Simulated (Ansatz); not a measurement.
Input and command of a plane-wave DFT calculation in Ansatz:

```yaml
crystal:
  lattice:
    - [2.7876176703, 1.6094318124, 4.9190313798]
    - [-2.7876176703, 1.6094318124, 4.9190313798]
    - [0.0, -3.2188636247, 4.9190313798]
  atoms:
    - { symbol: In, position: [0.6427970986, 0.6427970986, 0.6427970986] }
    - { symbol: In, position: [0.8572029014, 0.8572029014, 0.8572029014] }
    - { symbol: In, position: [0.3572029014, 0.3572029014, 0.3572029014] }
    - { symbol: In, position: [0.1427970986, 0.1427970986, 0.1427970986] }
    - { symbol: O, position: [0.0465672018, 0.75, 0.4534327982] }
    - { symbol: O, position: [0.75, 0.4534327982, 0.0465672018] }
    - { symbol: O, position: [0.4534327982, 0.0465672018, 0.75] }
    - { symbol: O, position: [0.9534327982, 0.25, 0.5465672018] }
    - { symbol: O, position: [0.5465672018, 0.9534327982, 0.25] }
    - { symbol: O, position: [0.25, 0.5465672018, 0.9534327982] }
basis:
  ecutwfc: 420
  xc_grid: 2
kpoints:
  mp_grid: { grid: [6, 6, 6] }
  band_path: { path: [VBM, CBM], npoints: 2 }
hamiltonian:
  xc: pbe
scf:
  occupations: { method: gaussian, width: 0.01 }
output:
  forces: true
  stress: true
  eigenvalues: true
```

```bash
ansatz run input.yaml --threads 4 --pin off --max-ram 10240MiB --backend cpu --events-out ev --progress --plain --runs-dir out
```

Processor: Intel(R) Xeon(R) Platinum 8488C (Sapphire Rapids), 4 threads, on a host shared with other jobs.

Estimate time, memory and problem size.

About 9 s on 4 threads of Intel(R) Xeon(R) Platinum 8488C (Sapphire Rapids), with other jobs on the host, peak memory 0.65 GiB. It solves 54 bands at 32 k points (the mesh reduced by symmetry) with about 2615 plane waves, in 6 SCF iterations.
